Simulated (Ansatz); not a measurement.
# Li, 9R: how the functional moves the structure

All rows: Ansatz, plane waves with scalar-relativistic PAW, 420 eV (500 eV for the SCAN forms), relaxed under each functional, no dispersion correction, no zero-point motion. B₀ comes from uniform scaling at fixed shape; a dash is a value not given.

The measured cell (COD entry 9017802) has a = 3.101 Å, c = 22.765 Å (c/a = 7.341), 21.06 Å³/atom.

| functional | V (Å³/atom) | cell | B₀ (GPa) | magnetic state | ΔE to bcc (meV/atom) |
| --- | --- | --- | --- | --- | --- |
| PBE | 20.23 | a = 3.065 Å, c = 22.377 Å (c/a = 7.300) | 14 | spin not included | -3 |
| r²SCAN | 20.99 | a = 3.104 Å, c = 22.638 Å (c/a = 7.292) | 13 | spin not included | -1 |
| PBEsol | 20.21 | a = 3.064 Å, c = 22.370 Å (c/a = 7.300) | 14 | spin not included | -3 |
| LDA | 18.97 | a = 3.000 Å, c = 21.899 Å (c/a = 7.299) | 15 | spin not included | -3 |
| revPBE | 21.10 | a = 3.105 Å, c = 22.745 Å (c/a = 7.325) | 13 | spin not included | -1 |
| RPBE | 21.06 | a = 3.105 Å, c = 22.705 Å (c/a = 7.313) | 13 | spin not included | -1 |
| BLYP | 20.02 | a = 3.054 Å, c = 22.300 Å (c/a = 7.301) | 14 | spin not included | -3 |

LDA gives the smallest volume and revPBE the largest.
